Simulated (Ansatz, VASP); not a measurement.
One calculation of Ir, two programs

```
Ir
1.0
    -1.55888    1.55888    1.55888
     1.55888   -1.55888    1.55888
     1.55888    1.55888   -1.55888
Ir
1
Direct
  0.00000 0.00000 0.00000
```

Alike in both runs: task single point; functional PBEsol; k mesh 16 × 16 × 16; occupations fermi-dirac, width 0.1 eV; no spin polarisation.

```csv
,VASP,Ansatz
version,VASP 6.6.1,Ansatz 0.2.0
potentials or method,"VASP PAW PBE potentials, release 64 (Ir)","plane waves (420 eV) with PAW, scalar-relativistic"
plane-wave cutoff (eV),520,420
valence electrons in the cell,9,17
```

|  | VASP | Ansatz | Ansatz less VASP |
| --- | --- | --- | --- |
| pressure (GPa) | -11.4 | -12.1 | -0.64 |

With one functional, cell and mesh, what is left measures potentials, basis and numerics. The two sets of potentials don't hold the same shells in valence. Ansatz warned: «pseudo_functional_mismatch».

Caveats: the PAW data sets were made with another functional, which shifts forces and pressure a little (VASP). Spin-orbit coupling is left out, which matters for the levels of Ir.
